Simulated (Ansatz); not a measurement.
# What moves the field gradients of Si3N4?

Cell of run 1: a structure deposited in the COD, atoms as given.

Space group P6_3 (No. 173); a = 7.5950, c = 2.9023 Å, γ = 120.00°.

| site | Wyckoff | site symmetry | x | y | z |
| --- | --- | --- | --- | --- | --- |
| Si | 6c | 1 | 0.7687 | 0.1744 | 0.2500 |
| N7 | 6c | 1 | 0.0297 | 0.3295 | 0.2650 |
| N13 | 2b | 3.. | 0.3333 | 0.6667 | 0.2344 |

One atom of each set is listed.

Relaxed positions (PBE, cell held):

Si (0.7673, 0.1736, 0.3256)
N7 (0.0294, 0.3297, 0.3257)
N13 (0.3333, 0.6667, 0.8255)

All runs are DFT with Ansatz 0.2.0 (plane waves and PAW, scalar-relativistic unless spin–orbit coupling is named, Γ-centred meshes, Fermi–Dirac smearing where given) in this cell.

Run 1: PBE, gradients read without the response of the cores, atoms as given; 420 eV, 4×4×10 k-points, smearing 0.02 eV.
Run 2: PBE, gradients read without the response of the cores, atoms relaxed; 420 eV, 4×4×10 k-points, smearing 0.02 eV.
Run 3: r2SCAN, gradients read without the response of the cores, at the relaxed atoms; 500 eV, 4×4×10 k-points, smearing 0.02 eV.

**Question.** What does each run give, and what moves the gradients most?

**Answer.** 

| run | Si V_zz (η) | N7 V_zz (η) | N13 V_zz (η) |
| --- | --- | --- | --- |
| 1 | 5.50 (0.43) | -4.91 (0.33) | 4.94 (0.00) |
| 2 | 0.91 (0.27) | -5.10 (0.07) | -5.03 (0.00) |
| 3 | 0.91 (0.24) | -5.12 (0.07) | -5.13 (0.00) |

V_zz in 10²¹ V/m². Against run 1, the gradient tensors on these sites move by at most 9.97 in run 2 (N13), 10.07 in run 3 (N13). Taken one at a time, the positions of the atoms (as given or relaxed) move the tensors on these sites by up to 9.97 (largest principal value of the change, on N13), the functional (r2SCAN with its higher cutoff) by 0.10 (N13). On some sites the largest principal value moves to another axis from run to run, and the sign of V_zz can flip with it.

In run 1 the atoms aren't at the calculated equilibrium (largest force 2.5 eV/Å). The cell isn't the equilibrium one in runs 1, 2 (calculated pressure -2, 6 GPa, with larger principal stresses), and the entry's cell may itself be off.
